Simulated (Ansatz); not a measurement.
Geometry optimisation in Ansatz: input, command and trajectory.

```yaml
crystal:
  lattice:
    - [7.4551384813, 0.0, 0.0]
    - [-3.7275692406, 6.4563393135, 0.0]
    - [0.0, 0.0, 4.3787249812]
  atoms:
    - { symbol: S, position: [0.1150398689, 0.1150398689, 0.5] }
    - { symbol: S, position: [0.4552722262, 0.6851521634, 0.7386674018] }
    - { symbol: S, position: [0.6851521634, 0.4552722262, 0.2613325982] }
    - { symbol: S, position: [0.8849601311, 0.0, 0.1666666667] }
    - { symbol: S, position: [0.2298799372, 0.5447277738, 0.0720007352] }
    - { symbol: S, position: [0.3148478366, 0.7701200628, 0.4053340685] }
    - { symbol: S, position: [0.5447277738, 0.2298799372, 0.9279992648] }
    - { symbol: S, position: [0.7701200628, 0.3148478366, 0.5946659315] }
    - { symbol: S, position: [0.0, 0.8849601311, 0.8333333333] }
basis:
  ecutwfc: 420
kpoints:
  mp_grid: { grid: [6, 6, 6] }
hamiltonian:
  xc: pbe
scf:
  occupations: { method: gaussian, width: 0.02 }
output:
  forces: true
  stress: true
  eigenvalues: true
relax:
  adjacent_minimum: "off"
  f_tol: 0.005
  max_steps: 50
  cell: { stress_tol: 0.05 }
```

```bash
ansatz run input.yaml --threads 2 --pin off --max-ram 5120MiB --backend cpu --events-out ev --progress --plain --runs-dir out
```

Level of theory: Ansatz 0.2.0, DFT PBE, scalar-relativistic, plane waves, PAW.

Of 19 frames 10 are shown, positions in Å and forces in eV/Å; the SCF threshold varies from step to step. Steps run on the plane waves of an earlier cell, with a Pulay correction in the pressure. The basis is chosen afresh for the last frame, the zero of the energies, and at times for earlier ones too; energy and pressure step there, also at an unchanged geometry. Here that happened at step 14 (-3 meV/atom, 0.1 GPa); the frames before carry an error of that size.

```xyz
9
Lattice="7.4551 0.0000 0.0000 -3.7276 6.4563 0.0000 0.0000 0.0000 4.3787" Properties=species:S:1:pos:R:3:forces:R:3 pbc="T T T" step=1 free_energy_over_end_meV_per_atom=37.57 pressure_GPa=1.95
S     0.4288    0.7427    2.1894   -0.0164   -0.0285    0.0000
S     0.8402    4.4236    3.2344   -0.0310   -0.0024    0.0035
S     3.4108    2.9394    1.1443    0.0134   -0.0281   -0.0035
S     6.5975    0.0000    0.7298    0.0329    0.0000    0.0000
S    -0.3167    3.5169    0.3153    0.0134    0.0281    0.0035
S    -0.5234    4.9722    1.7748    0.0176   -0.0257    0.0035
S     3.2041    1.4842    4.0635    0.0176    0.0257   -0.0035
S     4.5677    2.0328    2.6039   -0.0310    0.0024   -0.0035
S    -3.2988    5.7136    3.6489   -0.0164    0.0285    0.0000
9
Lattice="8.1408 0.0000 0.0000 -4.0704 7.0501 0.0000 0.0000 0.0000 4.4212" Properties=species:S:1:pos:R:3:forces:R:3 pbc="T T T" step=3 free_energy_over_end_meV_per_atom=6.70 pressure_GPa=0.34
S     0.4235    0.7336    2.2106    0.0189    0.0327    0.0000
S     0.8347    4.8187    3.2730    0.0310    0.0004    0.0020
S     3.7558    3.1322    1.1482   -0.0152    0.0270   -0.0020
S     7.2938    0.0000    0.7369   -0.0377    0.0000    0.0000
S    -0.3146    3.9179    0.3255   -0.0152   -0.0270    0.0020
S    -0.5201    5.3636    1.7993   -0.0158    0.0266    0.0020
S     3.5503    1.6865    4.0957   -0.0158   -0.0266   -0.0020
S     4.9051    2.2314    2.6220    0.0310   -0.0004   -0.0020
S    -3.6469    6.3166    3.6844    0.0189   -0.0327    0.0000
9
Lattice="8.3622 0.0000 0.0000 -4.1811 7.2419 0.0000 0.0000 0.0000 4.4206" Properties=species:S:1:pos:R:3:forces:R:3 pbc="T T T" step=5 free_energy_over_end_meV_per_atom=4.45 pressure_GPa=0.19
S     0.4228    0.7323    2.2103    0.0308    0.0533    0.0000
S     0.8358    4.9355    3.3151    0.0493    0.0013    0.0001
S     3.8564    3.1916    1.1056   -0.0235    0.0433   -0.0001
S     7.5166    0.0000    0.7368   -0.0615    0.0000    0.0000
S    -0.3247    4.0503    0.3680   -0.0235   -0.0433    0.0001
S    -0.5110    5.4980    1.8415   -0.0258    0.0420    0.0001
S     3.6701    1.7439    4.0526   -0.0258   -0.0420   -0.0001
S     5.0169    2.3064    2.5791    0.0493   -0.0013   -0.0001
S    -3.7583    6.5096    3.6838    0.0308   -0.0533    0.0000
9
Lattice="8.4536 0.0000 0.0000 -4.2268 7.3210 0.0000 0.0000 0.0000 4.4171" Properties=species:S:1:pos:R:3:forces:R:3 pbc="T T T" step=7 free_energy_over_end_meV_per_atom=4.08 pressure_GPa=0.01
S     0.4239    0.7342    2.2085    0.0012    0.0020    0.0000
S     0.8434    4.9313    3.3235   -0.0018    0.0003    0.0021
S     3.8489    3.1961    1.0936    0.0012   -0.0014   -0.0021
S     7.6058    0.0000    0.7362   -0.0023    0.0000    0.0000
S    -0.3779    4.1250    0.3788    0.0012    0.0014    0.0021
S    -0.4655    5.5858    1.8512    0.0006   -0.0017    0.0021
S     3.7613    1.7352    4.0383    0.0006    0.0017   -0.0021
S     5.0702    2.3897    2.5659   -0.0018   -0.0003   -0.0021
S    -3.8029    6.5868    3.6809    0.0012   -0.0020    0.0000
9
Lattice="8.4712 0.0000 0.0000 -4.2356 7.3363 0.0000 0.0000 0.0000 4.4189" Properties=species:S:1:pos:R:3:forces:R:3 pbc="T T T" step=9 free_energy_over_end_meV_per_atom=4.05 pressure_GPa=-0.03
S     0.4240    0.7343    2.2095   -0.0035   -0.0061    0.0000
S     0.8438    4.9355    3.3707   -0.0085   -0.0011    0.0004
S     3.8524    3.1985    1.0482    0.0033   -0.0080   -0.0004
S     7.6233    0.0000    0.7365    0.0071    0.0000    0.0000
S    -0.3832    4.1378    0.4248    0.0033    0.0080    0.0004
S    -0.4606    5.5993    1.8978    0.0053   -0.0068    0.0004
S     3.7751    1.7370    3.9941    0.0053    0.0068   -0.0004
S     5.0794    2.4008    2.5212   -0.0085    0.0011   -0.0004
S    -3.8117    6.6020    3.6824   -0.0035    0.0061    0.0000
9
Lattice="8.4736 0.0000 0.0000 -4.2368 7.3384 0.0000 0.0000 0.0000 4.4180" Properties=species:S:1:pos:R:3:forces:R:3 pbc="T T T" step=11 free_energy_over_end_meV_per_atom=4.04 pressure_GPa=-0.01
S     0.4237    0.7339    2.2090    0.0039    0.0067    0.0000
S     0.8442    4.9253    3.3929   -0.0027   -0.0004   -0.0001
S     3.8433    3.1938    1.0250    0.0010   -0.0025    0.0001
S     7.6262    0.0000    0.7363   -0.0078    0.0000    0.0000
S    -0.3935    4.1446    0.4476    0.0010    0.0025   -0.0001
S    -0.4507    5.6068    1.9203    0.0017   -0.0022   -0.0001
S     3.7861    1.7315    3.9704    0.0017    0.0022    0.0001
S     5.0810    2.4131    2.4977   -0.0027    0.0004    0.0001
S    -3.8131    6.6045    3.6817    0.0039   -0.0067    0.0000
9
Lattice="8.4694 0.0000 0.0000 -4.2347 7.3347 0.0000 0.0000 0.0000 4.4176" Properties=species:S:1:pos:R:3:forces:R:3 pbc="T T T" step=13 free_energy_over_end_meV_per_atom=4.04 pressure_GPa=0.00
S     0.4239    0.7342    2.2088    0.0001    0.0002    0.0000
S     0.8442    4.9217    3.3925    0.0002   -0.0001    0.0000
S     3.8402    3.1920    1.0250   -0.0002    0.0001    0.0000
S     7.6217    0.0000    0.7363   -0.0002    0.0000    0.0000
S    -0.3945    4.1427    0.4475   -0.0002   -0.0001    0.0000
S    -0.4498    5.6050    1.9200    0.0000    0.0002    0.0000
S     3.7849    1.7297    3.9701    0.0000   -0.0002    0.0000
S     5.0789    2.4130    2.4975    0.0002    0.0001    0.0000
S    -3.8108    6.6005    3.6813    0.0001   -0.0002    0.0000
9
Lattice="8.6122 0.0000 0.0000 -4.3061 7.4584 0.0000 0.0000 0.0000 4.4158" Properties=species:S:1:pos:R:3:forces:R:3 pbc="T T T" step=15 free_energy_over_end_meV_per_atom=0.63 pressure_GPa=0.08
S     0.4237    0.7339    2.2079    0.0007    0.0012    0.0000
S     0.8447    4.9965    3.3910   -0.0040    0.0003    0.0007
S     3.9047    3.2298    1.0248    0.0023   -0.0033   -0.0007
S     7.7648    0.0000    0.7360   -0.0014    0.0000    0.0000
S    -0.4014    4.2286    0.4471    0.0023    0.0033    0.0007
S    -0.4434    5.6917    1.9190    0.0017   -0.0036    0.0007
S     3.8627    1.7667    3.9686    0.0017    0.0036   -0.0007
S     5.1509    2.4619    2.4967   -0.0040   -0.0003   -0.0007
S    -3.8824    6.7245    3.6798    0.0007   -0.0012    0.0000
9
Lattice="8.8231 0.0000 0.0000 -4.4115 7.6410 0.0000 0.0000 0.0000 4.4164" Properties=species:S:1:pos:R:3:forces:R:3 pbc="T T T" step=17 free_energy_over_end_meV_per_atom=0.16 pressure_GPa=0.01
S     0.4235    0.7336    2.2082    0.0008    0.0013    0.0000
S     0.8441    5.1301    3.4101    0.0000   -0.0011    0.0005
S     4.0208    3.2961    1.0063   -0.0009   -0.0006   -0.0005
S     7.9760    0.0000    0.7361   -0.0015    0.0000    0.0000
S    -0.3908    4.3449    0.4658   -0.0009    0.0006    0.0005
S    -0.4534    5.8070    1.9379    0.0009    0.0005    0.0005
S     3.9582    1.8340    3.9506    0.0009   -0.0005   -0.0005
S     5.2557    2.5109    2.4785    0.0000    0.0011   -0.0005
S    -3.9880    6.9074    3.6804    0.0008   -0.0013    0.0000
9
Lattice="8.8648 0.0000 0.0000 -4.4324 7.6772 0.0000 0.0000 0.0000 4.4157" Properties=species:S:1:pos:R:3:forces:R:3 pbc="T T T" step=19 free_energy_over_end_meV_per_atom=0.00 pressure_GPa=0.02
S     0.4236    0.7336    2.2078   -0.0001   -0.0002    0.0000
S     0.8442    5.1505    3.4153    0.0041   -0.0007    0.0006
S     4.0383    3.3064    1.0004   -0.0027    0.0032   -0.0006
S     8.0177    0.0000    0.7359    0.0003    0.0000    0.0000
S    -0.3941    4.3708    0.4715   -0.0027   -0.0032    0.0006
S    -0.4501    5.8331    1.9434   -0.0015    0.0039    0.0006
S     3.9823    1.8441    3.9442   -0.0015   -0.0039   -0.0006
S     5.2767    2.5267    2.4723    0.0041    0.0007   -0.0006
S    -4.0089    6.9436    3.6797   -0.0001    0.0002    0.0000
```

The cell swells from 23.4 to 33.4 Å³ an atom. At the end the space group is P3_221 (tolerance 0.05 Å).

The run took 4.5 min on 2 threads of Arm Neoverse V1, on a shared host, peak memory 0.62 GiB.

The cell holds chains, and where no dispersion correction was added their binding is poorly described.